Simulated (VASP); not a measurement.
# Al (Fm-3m) in VASP: settings compared

The runs below take Al through relaxation of cell and atoms, with PBEsol, r2SCAN.

All numbers are computed with VASP 6.6.1; they aren't measurements. Logs are shortened: lines on timing, memory, paths and dates and some standing lists are left out, and cuts for length are marked.

## 1. The crystal as given

Symmetry: Fm-3m, No. 225, cubic system. The conventional cell has a = 4.016 Å, b = 4.016 Å, c = 4.016 Å, α = 90.00°, β = 90.00°, γ = 90.00°. Al (site symmetry m-3m) has 12 Al at 2.84 Å as nearest neighbours.

## 2. Relaxation of cell and atoms, PBEsol

Input file INCAR:

```
SYSTEM = Al
PREC = Accurate ; ENCUT = 600
EDIFF = 1E-7 ; ISMEAR = 1
SIGMA = 0.1 ; LREAL = .FALSE.
LASPH = .TRUE. ; NELM = 80
ALGO = Normal ; ISIF = 3
LWAVE = .FALSE. ; LCHARG = .FALSE.
GGA = PS ; IBRION = 2
NSW = 90 ; EDIFFG = -0.005
```

Input file KPOINTS:

```
Automatic mesh
0
G
  16 16 16
  0 0 0
```

Input file POSCAR:

```
Al                                      
1.0
   -0.0000000000      2.0078218401      2.0078218401
    2.0078218401     -0.0000000000      2.0078218401
    2.0078218401      2.0078218401     -0.0000000000
  Al            
     1
Direct
     0.0000000000000000    0.0000000000000000    0.0000000000000000
```

Potentials or basis: VASP PAW PBE potentials, release 64 (Al).

Command:

```
cat potpaw_PBE.64/Al/POTCAR > POTCAR
mpirun -np 1 vasp_std > vasp.out
```

OUTCAR:

```text
SYSTEM = Al
   PREC = Accurate
   ENCUT = 600
   EDIFF = 1E-7
   ISMEAR = 1
   LREAL = .FALSE.
   LASPH = .TRUE.
   NELM = 80
   ISIF = 3
   GGA = PS
   IBRION = 2
   NSW = 90
   EDIFFG = -0.005

 ion  position               nearest neighbor table
   1  0.000  0.000  0.000-

  LATTYP: Found a face centered cubic cell.
 ALAT       =     4.0156436802

  Lattice vectors:

 A1 = (   0.0000000000,   2.0078218401,   2.0078218401)
 A2 = (   2.0078218401,   0.0000000000,   2.0078218401)
 A3 = (   2.0078218401,   2.0078218401,   0.0000000000)

Analysis of symmetry for initial positions (statically):
=====================================================================
 Subroutine PRICEL returns:
 Original cell was already a primitive cell.

 Routine SETGRP: Setting up the symmetry group for a
 face centered cubic supercell.

 Subroutine GETGRP returns: Found 48 space group operations
 (whereof 48 operations were pure point group operations)
 out of a pool of 48 trial point group operations.

The static configuration has the point symmetry O_h .

Analysis of symmetry for dynamics (positions and initial velocities):
=====================================================================
 Subroutine PRICEL returns:
 Original cell was already a primitive cell.

 Routine SETGRP: Setting up the symmetry group for a
 face centered cubic supercell.

 Subroutine GETGRP returns: Found 48 space group operations
 (whereof 48 operations were pure point group operations)
 out of a pool of 48 trial point group operations.

The dynamic configuration has the point symmetry O_h .

 Subroutine INISYM returns: Found 48 space group operations
 (whereof 48 operations are pure point group operations),
 and found     1 'primitive' translations

----------------------------------------------------------------------------------------

                                     Primitive cell

  volume of cell :      16.1885

  direct lattice vectors                    reciprocal lattice vectors
     0.000000000  2.007821840  2.007821840    -0.249026079  0.249026079  0.249026079
     2.007821840  0.000000000  2.007821840     0.249026079 -0.249026079  0.249026079
     2.007821840  2.007821840  0.000000000     0.249026079  0.249026079 -0.249026079

  length of vectors
     2.839488877  2.839488877  2.839488877     0.431325821  0.431325821  0.431325821

  position of ions in fractional coordinates (direct lattice)
     0.000000000  0.000000000  0.000000000

  ion indices of the primitive-cell ions
   primitive index   ion index
                 1           1

----------------------------------------------------------------------------------------

 KPOINTS: Automatic mesh

Automatic generation of k-mesh.
 Grid dimensions read from file:
 generate k-points for:   16   16   16

 Generating k-lattice:

  Cartesian coordinates                     Fractional coordinates (reciprocal lattice)
    -0.015564130  0.015564130  0.015564130     0.062500000  0.000000000  0.000000000
     0.015564130 -0.015564130  0.015564130     0.000000000  0.062500000  0.000000000
     0.015564130  0.015564130 -0.015564130     0.000000000  0.000000000  0.062500000

  Length of vectors
     0.026957864  0.026957864  0.026957864

  Shift w.r.t. Gamma in fractional coordinates (k-lattice)
     0.000000000  0.000000000  0.000000000

 Subroutine IBZKPT returns following result:
 ===========================================

 Found    145 irreducible k-points:

 Following reciprocal coordinates:
            Coordinates               Weight
  0.000000  0.000000  0.000000      1.000000
  0.062500  0.000000  0.000000      8.000000
  0.125000  0.000000  0.000000      8.000000
  0.187500  0.000000  0.000000      8.000000
  0.250000  0.000000  0.000000      8.000000
  0.312500  0.000000  0.000000      8.000000
[... 16 lines left out ...]
 -0.125000  0.062500  0.000000     24.000000
 -0.062500  0.062500  0.000000     12.000000
 [... further k-points ...]
   k-points           NKPTS =    145   k-points in BZ     NKDIM =    145   number of bands    NBANDS=      5
   number of dos      NEDOS =    301   number of ions     NIONS =      1
   total plane-waves  NPLWV =  13824
   dimension x,y,z NGX =    24 NGY =   24 NGZ =   24
   dimension x,y,z NGXF=    48 NGYF=   48 NGZF=   48
   ions per type =               1
   NGX,Y,Z   is equivalent  to a cutoff of  14.05, 14.05, 14.05 a.u.
   NGXF,Y,Z  is equivalent  to a cutoff of  28.10, 28.10, 28.10 a.u.
 SYSTEM =  Al
   PREC   = accura    normal or accurate (medium, high low for compatibility)
   ISTART =      0    job   : 0-new  1-cont  2-samecut
   ICHARG =      2    charge: 1-file 2-atom 10-const
   ISPIN  =      1    spin polarized calculation?
   LNONCOLLINEAR =      F non collinear calculations
   LSORBIT =      F    spin-orbit coupling
   LASPH  =      T    aspherical Exc in radial PAW
   ENCUT  =  600.0 eV  44.10 Ry    6.64 a.u.   5.67  5.67  5.67*2*pi/ulx,y,z
   NELM   =     80;   NELMIN=  2; NELMDL= -5     # of ELM steps
   EDIFF  = 0.1E-06   stopping-criterion for ELM
   LREAL  =      F    real-space projection
   EDIFFG = -.5E-02   stopping-criterion for IOM
   NSW    =     90    number of steps for IOM
   IBRION =      2    ionic relax: 0-MD 1-quasi-New 2-CG
   NFREE  =      1    steps in history (QN), initial steepest desc. (CG)
   ISIF   =      3    stress and relaxation
   ISYM   =      2    0-nonsym 1-usesym 2-fastsym
   POTIM  = 0.5000    time-step for ionic-motion
   TEBEG  =    0.0;   TEEND  =   0.0 temperature during run
   PSTRESS=    0.0 pullay stress
   NELECT =       3.0000    total number of electrons
   NUPDOWN=      -1.0000    fix difference up-down
   EMIN   =  10.00;   EMAX   =-10.00  energy-range for DOS
   EFERMI =   0.00;   METHOD = LEGACY
   ISMEAR =     1;   SIGMA  =   0.10  broadening in eV -4-tet -1-fermi 0-gaus
   EFERMI_NEDOS =   21; number of points for ismear=-14 and -15
   IALGO  =     38    algorithm
   IMIX   =      4    mixing-type and parameters
     AMIX     =   0.40;   BMIX     =  1.00
     AMIX_MAG =   1.60;   BMIX_MAG =  1.00
  volume/ion in A,a.u.               =      16.19       109.25
  Fermi-wavevector in a.u.,A,eV,Ry     =   0.933355  1.763785 11.852730  0.871151
  Thomas-Fermi vector in A             =   2.060048
   LORBIT       =      0    0 simple, 1 ext, 2 COOP (PROOUT), +10 PAW based schemes
   GGA     = PS    functional components
   LHFCALC =     F    Hartree Fock is set to
   AEXX    =    0.0000 exact exchange contribution
   IVDW    =     0    specifies the selected vdW correction
   LEPSILON=     F    determine dielectric tensor
   LRPA    =     F    only Hartree local field effects (RPA)
 conjugate gradient relaxation of ions
 non-spin polarized calculation
 Methfessel and Paxton  Order N= 1 SIGMA  =   0.10
  energy-cutoff  :      600.00
  volume of cell :       16.19
 maximum number of plane-waves:       560
   NGX = 11   NGY = 11   NGZ = 11

 number of electron       3.0000000 magnetization

 Free energy of the ion-electron system (eV)
  ---------------------------------------------------
  ext. energy  EPLUGINS =         0.00000000
  ---------------------------------------------------
  free energy    TOTEN  =        -4.09790955 eV

  energy without entropy =       -4.09824684  energy(sigma->0) =       -4.09802198

 E-fermi :   8.1828     XC(G=0): -10.3266

 val. band max:        8.1451665625   @ k =  -0.2500   0.3125   0.1250
 cond. band min:       8.2673075840   @ k =   0.4375   0.4375   0.0000
 fundamental gap:      0.1221410215
 Fermi energy:         8.1827924701

 k-point     1 :       0.0000    0.0000    0.0000
  band No.  band energies     occupation
      1      -3.1126      2.00000
      2      20.8500      0.00000
      3      20.8500      0.00000
      4      20.8500      0.00000
      5      22.4868      0.00000

 k-point     2 :       0.0625    0.0000    0.0000
  band No.  band energies     occupation
      1      -3.0051      2.00000
      2      19.0786      0.00000
      3      20.4959      0.00000
      4      20.4959      0.00000
      5      23.0090      0.00000

 k-point     3 :       0.1250    0.0000    0.0000
  band No.  band energies     occupation
      1      -2.6830      2.00000
      2      16.5435      0.00000
      3      19.9379      0.00000
      4      19.9379      0.00000
      5      23.0519      0.00000

 k-point     4 :       0.1875    0.0000    0.0000
  band No.  band energies     occupation
      1      -2.1480      2.00000
      2      14.0256      0.00000
      3      19.4792      0.00000
      4      19.4792      0.00000
      5      22.8457      0.00000

 k-point     5 :       0.2500    0.0000    0.0000
  band No.  band energies     occupation
      1      -1.4024      2.00000
      2      11.6217      0.00000
      3      19.1762      0.00000
      4      19.1762      0.00000
      5      22.6764      0.00000

 k-point     6 :       0.3125    0.0000    0.0000
  band No.  band energies     occupation
      1      -0.4497      2.00000
      2       9.3650     -0.00000
      3      19.0436      0.00000
      4      19.0436      0.00000
      5      21.9807      0.00000
[... 113 lines left out ...]
 k-point    21 :      -0.2500    0.0625    0.0000
  band No.  band energies     occupation
      1      -1.0135      2.00000
      2      10.9295      0.00000
      3      17.1834      0.00000
      4      20.4855      0.00000
      5      21.4939      0.00000

 k-point    22 :      -0.1875    0.0625    0.0000
  band No.  band energies     occupation
      1      -1.8280      2.00000
      2      13.2729      0.00000
      3      17.4570      0.00000
      4      20.7054      0.00000
      5      22.6712      0.00000

 k-point    23 :      -0.1250    0.0625    0.0000
  band No.  band energies     occupation
      1      -2.4331      2.00000
      2      15.7175      0.00000
      3      17.9263      0.00000
      4      21.0261      0.00000
      5      23.2527      0.00000

 k-point    24 :      -0.0625    0.0625    0.0000
  band No.  band energies     occupation
      1      -2.8261      2.00000
      2      17.9920      0.00000
      3      18.7663      0.00000
      4      21.1288      0.00000
      5      22.6670      0.00000

 [... further k-points ...]
[... 5 lines left out ...]
  --------------------------------------------------------------------------------------
  -------------------------------------------------------------------------------------
  Total        0.0003162      0.0003162      0.0003162      0.0000000      0.0000000      0.0000000
  in kB        0.0312978      0.0312978      0.0312978      0.0000000      0.0000000      0.0000000
  external PRESSURE =       0.0312978 kB  Pullay stress =       0.0000000 kB

 VOLUME and BASIS-vectors are now :
 -----------------------------------------------------------------------------
  energy-cutoff  :      600.00
  volume of cell :       16.19
      direct lattice vectors                 reciprocal lattice vectors
     0.000000000  2.007821840  2.007821840    -0.249026079  0.249026079  0.249026079
     2.007821840  0.000000000  2.007821840     0.249026079 -0.249026079  0.249026079
     2.007821840  2.007821840  0.000000000     0.249026079  0.249026079 -0.249026079

 POSITION                                       TOTAL-FORCE (eV/Angst)
 -----------------------------------------------------------------------------------
      0.00000      0.00000      0.00000        -0.000000      0.000000      0.000000
 -----------------------------------------------------------------------------------
    total drift:                                0.000000     -0.000000     -0.000000

  FREE ENERGIE OF THE ION-ELECTRON SYSTEM (eV)
  ---------------------------------------------------
  free  energy   TOTEN  =        -4.0979095478 eV

  energy  without entropy=       -4.0982468361  energy(sigma->0) =       -4.09802198

 reached required accuracy - stopping structural energy minimisation
```

Run time: 16 s. Hardware: 1 thread of AMD EPYC 7R13 (Zen 3), shared host; peak memory 0.11 GiB.

What came out:

```
Free energy             : -4.0979 eV
Pressure after relaxing : 0.0 GPa
Band gap on the k mesh  : none (metal or under the smearing width)
```

Final structure:
```cif
data_structure
_symmetry_space_group_name_H-M 'P 1'
_symmetry_Int_Tables_number 1
_cell_length_a 2.8395
_cell_length_b 2.8395
_cell_length_c 2.8395
_cell_angle_alpha 60.000
_cell_angle_beta 60.000
_cell_angle_gamma 60.000
_cell_volume 16.19
loop_
_atom_site_label
_atom_site_type_symbol
_atom_site_fract_x
_atom_site_fract_y
_atom_site_fract_z
_atom_site_occupancy
Al1 Al 0.00000 0.00000 0.00000 1
```

Levels at points of the mesh, in eV from the Fermi level:
```
           k point  band 1  band 2  band 3  band 4
(0.00, 0.00, 0.00)  -11.30   12.67   12.67   12.67
(0.50, 0.00, 0.00)   -4.70   -4.44   11.49   11.49
(0.50, 0.50, 0.00)   -3.00   -1.65    5.22    5.64
```

Caveat: the relaxation stopped at its first step, so nothing moved; the PAW data sets were made with another functional, which shifts forces and pressure a little.

(Part 1 of 2 ends here.)
